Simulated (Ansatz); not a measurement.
Runs of Ansatz 0.2.0 on AgBr. The structure is cubic, space group Fm-3m (No. 225). The conventional cell has a = 5.740 Å, b = 5.740 Å, c = 5.740 Å, α = 90.00°, β = 90.00°, γ = 90.00°. Ag (site symmetry m-3m) has 6 Br at 2.87 Å as nearest neighbours. Br (site symmetry m-3m) has 6 Ag at 2.87 Å as nearest neighbours. 

| task | level | potentials or basis | cell | cutoff (eV) | smearing | basis error allowed | gap on the mesh (eV) | pressure (GPa) | relaxed volume (Å³/atom) |
| --- | --- | --- | --- | --- | --- | --- | --- | --- | --- |
| relaxation of cell and atoms | revPBE | all-electron LAPW, scalar-relativistic | relaxed | - | fermi-dirac 0.05 eV | 0.001 eV/atom | 0.86 | 0.0 | 26.35 |
| band structure | BLYP | all-electron LAPW, scalar-relativistic | as given | 214 | fermi-dirac 0.05 eV | 0.001 eV/atom | 0.72 | (b) | - |
| Born charges and dielectric tensor | PBEsol | all-electron PAW datasets made for the crystal | as given | 290 | fixed | - | 0.50 | - | - |
| relaxation of cell and atoms | PBEsol | all-electron LAPW, scalar-relativistic | relaxed | - | fermi-dirac 0.05 eV | 0.001 eV/atom | 0.50 | 0.0 | 22.86 |
| relaxation of cell and atoms | LDA | all-electron LAPW, scalar-relativistic | relaxed | - | fermi-dirac 0.05 eV | 0.001 eV/atom | - | 0.0 | 21.78 |
| band structure | revPBE | all-electron LAPW, scalar-relativistic | as given | 214 | fermi-dirac 0.05 eV | 0.001 eV/atom | 0.80 | (c) | - |
| relaxation of cell and atoms | BLYP+D3(BJ) | all-electron LAPW, scalar-relativistic | relaxed | - | fermi-dirac 0.05 eV | 0.001 eV/atom | 0.72 | 0.0 | (a) |

Alike in all rows: no spin polarisation; k mesh 8 × 8 × 8.

Q: Fill in the values left out.

A: (a) 23.78; (b) 6.1; (c) 4.4.

Caveats: the volume moved by +11 % from the deposited cell, more than functionals usually miss (some runs); the gap is small at this level, which inflates the dielectric constant (some runs); the program warned that the printed levels may be off, so bands, gaps and densities of states are rough (some runs).

A k mesh can miss the band edges, and the runs leave out spin-orbit coupling on Ag, Br.

The runs don't all hold the same shells in valence.

Runs at the PBE level aren't shown here.
